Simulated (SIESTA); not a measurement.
ZnS (Wurtzite-6H):

```
Zn S
1.0
     3.81200    0.00000    0.00000
    -1.90600    3.30129    0.00000
     0.00000    0.00000   18.68999
Zn S
6 6
Direct
  0.33333 0.66667 0.83333
  0.66667 0.33333 0.33333
  0.66667 0.33333 0.66667
  0.33333 0.66667 0.16667
  0.00000 0.00000 0.50000
  0.00000 0.00000 0.00000
  0.33333 0.66667 0.95833
  0.66667 0.33333 0.45833
  0.66667 0.33333 0.79167
  0.33333 0.66667 0.29167
  0.00000 0.00000 0.62500
  0.00000 0.00000 0.12500
```

Base run:

- Program: SIESTA 5.4.2
- Functional: RPBE
- Potentials or basis: PseudoDojo 0.4 standard (PBE files)
- Basis: DZP (energy shift 0.002 Ry)
- Grid cutoff: 800 Ry
- Energy shift: 0.002 Ry
- k mesh: 8 × 8 × 2
- Occupations: fermi-dirac, width 0.05 eV
- Spin: no spin polarisation

Its results: band gap on the k mesh 3.00 eV, direct; pressure 6.6 GPa; largest force 0.032 eV/Å.

Problem. The run is repeated on the same cell with these changes: functional from RPBE to PBEsol; potentials or basis from PseudoDojo 0.4 standard (PBE files) to PseudoDojo 0.4 standard (PBEsol files). What comes out?

Solution. Band gap on the k mesh 2.68 eV, direct; pressure 0.5 GPa; largest force 0.035 eV/Å.

Caveats: semicore shells carry a single zeta, which can move pressures by several GPa and volumes by a few percent; the valence orbitals were made in a potential fitted to the semicore shell under them, which widens gaps by tenths of an eV or more; the cell's inner coordinates are idealised or old, which leaves forces on the atoms; the basis of atomic orbitals isn't converged, which shifts pressures, moduli and gaps; the potentials were made for another functional, which shifts forces and pressure (some runs).
